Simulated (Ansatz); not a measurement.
InSe (started from an entry of an open crystallographic database) at its r2SCAN+rVV10 geometry, run in the plane-wave code Ansatz at 3 levels of theory. No magnetic order and no zero-point or thermal motion.

The PBE+SOC input:
```yaml
crystal:
  lattice:
    - [2.0105578926, 1.1607961405, 8.4106659492]
    - [-2.0105578926, 1.1607961405, 8.4106659492]
    - [0.0, -2.321592281, 8.4106659492]
  atoms:
    - { symbol: In, position: [0.0004771575, 0.0004771575, 0.0004771575] }
    - { symbol: In, position: [0.1108703958, 0.1108703958, 0.1108703958] }
    - { symbol: Se, position: [0.6169580843, 0.6169580843, 0.6169580843] }
    - { symbol: Se, position: [0.8276943625, 0.8276943625, 0.8276943625] }
kpoints:
  mp_grid: { grid: [8, 8, 8] }
  band_path:
    path:
      - [0.0, 0.0, 0.0]
      - [-0.5, -0.5, -0.5]
      - [-0.5, -0.1793653848, -0.8206346152]
      - [-0.1793653848, 0.1793653848, -0.5]
      - [0.0, 0.0, -0.5]
      - [0.0, 0.3396826924, -0.3396826924]
      - [-0.3396826924, 0.0, -0.6603173076]
      - [-0.5, 0.0, -0.5]
    npoints: 1
hamiltonian:
  xc: pbe
scf:
  occupations: { method: fermi_dirac, width: 0.02 }
  n_extra_bands: 10
magnetization:
  noncollinear: true
  spin_orbit: true
output:
  forces: true
  stress: true
  eigenvalues: true
  write_density: true
  write_potential: true
  elf: true
  volumetric_format: npy
```

Main results, then, where recorded, the levels near the gap in eV from the Fermi energy (columns number the bands from 0), one row a point of the path (Γ, T, H₂, H₀, L, S₀, S₂, F):
```
Crystal: 4 atoms, lattice volume = 117.775 Å³
Symmetry: 6 space group operations + 6 with time reversal
Magnetic group: BNS 160.66 (UNI 1296)
```
```
Basis set: ecut = 420 eV, 2309 PW (Γ), FFT grids on a1−a2, a2, −a2+a3
k-points: 65 of 512 (time reversal used)
SCF 1 converged in 10 iterations: F = -22140.058325 eV  dr2 = 2.36e-8
Free energy (F): -22140.058325 eV
Fermi energy:    7.420205 eV
--- Forces (eV/Å), atoms counted from 1 ---
  atom   1  In      0.00000      0.00000      0.11853
  atom   2  In      0.00000      0.00000    -0.11870
  atom   3  Se      0.00000      0.00000    -0.19073
  atom   4  Se      0.00000      0.00000      0.19096
--- Stress (GPa, compression-positive) ---
        2.435246       0.000000       0.000000
        0.000000       2.435246       0.000000
        0.000000       0.000000       2.311809
  P = ⅓ Tr σ = 2.3941 GPa (23.941 kbar)
```
```tsv
band_52	band_53	band_54	band_55	band_56	band_57	band_58	band_59	band_60	band_61	band_62	band_63
-1.535	-1.535	-1.407	-1.407	-1.319	-1.319	1.420	1.420	1.831	1.831	3.881	3.881
-1.480	-1.480	-1.240	-1.240	-0.188	-0.188	0.188	0.188	1.879	1.879	3.800	3.800
-2.778	-2.709	-2.472	-2.429	-2.032	-1.958	1.503	1.533	2.192	2.309	3.110	3.198
-2.778	-2.709	-2.472	-2.429	-2.032	-1.958	1.503	1.533	2.192	2.309	3.110	3.198
-2.560	-2.560	-2.426	-2.426	-1.881	-1.881	0.985	0.985	1.739	1.739	3.461	3.461
-2.813	-2.747	-2.455	-2.404	-2.003	-1.931	1.552	1.581	2.108	2.219	3.131	3.230
-2.813	-2.747	-2.455	-2.404	-2.003	-1.931	1.552	1.581	2.108	2.219	3.131	3.230
-2.686	-2.686	-2.298	-2.298	-1.720	-1.720	0.980	0.980	1.736	1.736	3.115	3.115
```

With PBE+SOC the gap is 0.38 eV and direct, at T.

r2SCAN. Against the first input these blocks differ (the band path and keys that only write files left aside):
```yaml
hamiltonian:
  xc: r2scan
scf:
  occupations: { method: fixed }
  n_extra_bands: 5
```
(magnetization left out)

```
Basis set: ecut = 500 eV, 3001 PW (Γ), FFT grids on a1−a2, a2, −a2+a3
k-points: 65 of 512 (time reversal used)
SCF 1 converged in 7 iterations: F = -22182.602615 eV  dr2 = 3.94e-8
Free energy (F): -22182.602615 eV
Fermi energy:    6.975756 eV
--- Forces (eV/Å), atoms counted from 1 ---
  atom   1  In      0.00000      0.00000    -0.01184
  atom   2  In      0.00000      0.00000      0.01117
  atom   3  Se      0.00000      0.00000      0.02983
  atom   4  Se      0.00000      0.00000    -0.02918
--- Stress (GPa, compression-positive) ---
        0.779793       0.000000       0.000000
        0.000000       0.779793       0.000000
        0.000000       0.000000       0.791165
  P = ⅓ Tr σ = 0.7836 GPa (7.836 kbar)
```
```tsv
band_26	band_27	band_28	band_29	band_30	band_31
-1.396	-1.312	-1.312	1.989	2.529	4.637
-1.230	-1.230	0.000	0.822	2.562	4.557
-2.601	-2.303	-1.845	1.947	2.807	3.689
-2.601	-2.303	-1.845	1.947	2.807	3.689
-2.416	-2.347	-1.731	1.478	2.279	4.057
-2.638	-2.282	-1.817	1.988	2.728	3.715
-2.638	-2.282	-1.817	1.988	2.728	3.715
-2.607	-2.146	-1.572	1.509	2.233	3.710
```

The r2SCAN gap is direct at T: 0.82 eV. The mean pressure at these positions is +0.78 GPa, compression counted positive.

PBE0. Against the first input these blocks differ (the band path and keys that only write files left aside):
```yaml
kpoints:
  mp_grid: { grid: [6, 6, 6] }
hamiltonian:
  xc: pbe0
scf:
  occupations: { method: fixed }
  n_extra_bands: 5
```
(magnetization left out)

```
Basis set: ecut = 420 eV, 2309 PW (Γ), FFT grids on a1−a2, a2, −a2+a3
k-points: 32 of 216 (time reversal used)
SCF 1 stopped early in 5 iterations: F = -22135.881219 eV  dr2 = 2.09e-6
SCF 2 stopped early in 8 iterations: F = -22145.394545 eV  dr2 = 5.53e-6
hybrid outer 1: dexx = +2.545e-2 eV, tail = 1.28e-4 eV
SCF 3 converged in 7 iterations: F = -22145.394779 eV  dr2 = 1.25e-10
hybrid outer 2: dexx = +2.654e-6 eV, tail = 7.53e-8 eV, Δε = 3.30e-3 eV, ΔF = 4.11e-3 eV/Å
SCF 4 converged in 2 iterations: F = -22145.394780 eV  dr2 = 1.65e-10
hybrid outer 3: dexx = +7.047e-10 eV, tail = 6.03e-10 eV, Δε = 6.50e-5 eV, ΔF = 2.49e-4 eV/Å
Free energy (F): -22145.394780 eV
Fermi energy:    6.466278 eV
--- Forces (eV/Å), atoms counted from 1 ---
  atom   1  In      0.00000      0.00000    -0.07852
  atom   2  In      0.00000      0.00000      0.07584
  atom   3  Se      0.00000      0.00000      0.13175
  atom   4  Se      0.00000      0.00000    -0.12906
--- Stress (GPa, compression-positive) ---
        0.509919       0.000000       0.000000
        0.000000       0.509919       0.000000
        0.000000       0.000000       0.655691
  P = ⅓ Tr σ = 0.5585 GPa (5.585 kbar)
```
```tsv
band_26	band_27	band_28	band_29	band_30	band_31
-1.500	-1.408	-1.408	3.018	3.448	5.820
-1.317	-1.317	0.000	1.714	3.527	5.729
-2.863	-2.521	-1.945	2.932	3.959	4.744
-2.863	-2.521	-1.945	2.932	3.959	4.744
-2.625	-2.525	-1.849	2.426	3.365	5.104
-2.902	-2.497	-1.916	2.974	3.860	4.794
-2.902	-2.497	-1.916	2.974	3.860	4.794
-2.809	-2.314	-1.671	2.516	3.263	4.720
```

The PBE0 gap is direct at T: 1.71 eV. The mean pressure at these positions is +0.6 GPa, compression counted positive. (The program warns that its thresholds are loose for a hybrid's stress.)

Small level splittings and stresses of the hybrids carry the error of their coarser meshes.

Totals of different functionals, or with and without spin-orbit coupling, can't be compared.

Only the levels marked +SOC include spin-orbit coupling.
